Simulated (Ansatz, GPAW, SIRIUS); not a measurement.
## Ni: programs and potentials compared

```
CELL_PARAMETERS angstrom
2.44802 0.00000 0.00000
-1.22401 2.12005 0.00000
0.00000 0.00000 4.07281
ATOMIC_POSITIONS crystal
Ni 0.66667 0.33333 0.75000
Ni 0.33333 0.66667 0.25000
```

This isn't the form of Ni at room conditions, which is fcc.

Alike in all runs: task single point; functional PBEsol; k mesh 12 × 12 × 7; occupations fermi-dirac, width 0.05 eV; collinear spin, ferromagnetic start; no spin-orbit coupling. Pressure is positive in compression and, in plane waves, holds the error of the finite cutoff.

| program and potentials | plane-wave cutoff (eV) | notes | pressure (GPa) | net moment per atom (μB) |
| --- | --- | --- | --- | --- |
| SIRIUS, PseudoDojo 0.4.1 PBEsol standard (scalar relativistic) | 1333 | 18 valence electrons an atom on average | -3.01 | 0.66 |
| SIRIUS, all-electron FP-LAPW, apw+lo standard | - | - | - | ? |
| GPAW, PAW data sets generated for this functional | 600 | 16 valence electrons an atom on average; this data set often lies off other programs | -0.05 | 0.66 |
| Ansatz, all-electron LAPW, scalar-relativistic | - | - | -3.04 | 0.65 |

Task: Estimate from the other rows what the run with SIRIUS, all-electron FP-LAPW, apw+lo standard gave.

Result: Net moment per atom 0.64 μB. The other rows, which needn't bracket it: pressure -3.04 to -0.05; net moment per atom 0.65 to 0.66.
